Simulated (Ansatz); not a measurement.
Relaxed-ion elastic tensor of MgF₂ (rutile, P4_2/mnm) in GPa (Voigt order), the program Ansatz at the PBE level (PAW); density 3.03 g/cm³, 11.38 Å³ per atom.

|  | 1 | 2 | 3 | 4 | 5 | 6 |
|---|---|---|---|---|---|---|
| 1 | 126 | 79.2 | 57.6 | 0.0 | 0.0 | 0.0 |
| 2 | 79.2 | 126 | 57.6 | 0.0 | 0.0 | 0.0 |
| 3 | 57.6 | 57.6 | 187 | 0.0 | 0.0 | 0.0 |
| 4 | 0.0 | 0.0 | 0.0 | 50.4 | 0.0 | 0.0 |
| 5 | 0.0 | 0.0 | 0.0 | 0.0 | 50.4 | 0.0 |
| 6 | 0.0 | 0.0 | 0.0 | 0.0 | 0.0 | 85.9 |

Question: Is the crystal mechanically stable?

Answer: Yes: the smallest eigenvalue of C is 46.7 GPa.

Question: Work out the Voigt, Reuss and Hill averages.

Answer: K_V = 91.9, K_R = 90.9, K_H = 91.4; G_V = 53.6, G_R = 44.8, G_H = 49.2 GPa.

Question: Give Young's modulus, Poisson's ratio, Pugh's ratio and the universal anisotropy index.

Answer: E = 9KG/(3K + G) = 125 GPa; ν = 0.27; K/G = 1.86 (ductile by the Pugh limit of 1.75); A_U = 5G_V/G_R + K_V/K_R − 6 = 0.99.

Question: Estimate the sound speeds and the Debye temperature.

Answer: v_l = √((K + 4G/3)/ρ) = 7200 m/s, v_t = √(G/ρ) = 4030 m/s, mean 4490 m/s; Θ = (h/k)(3n/4πV)^(1/3) v_m = 594 K.

Question: How much does each axis shrink under pressure?

Answer: Linear compressibilities β_i = Σ_j S_ij (j = 1 to 3): x 4.1, y 4.1, z 2.8 per TPa.

Symmetry was held in the PBE relaxation; phonons on a q-mesh show no instability.

Potentials: the later of the program's two PAW sets.
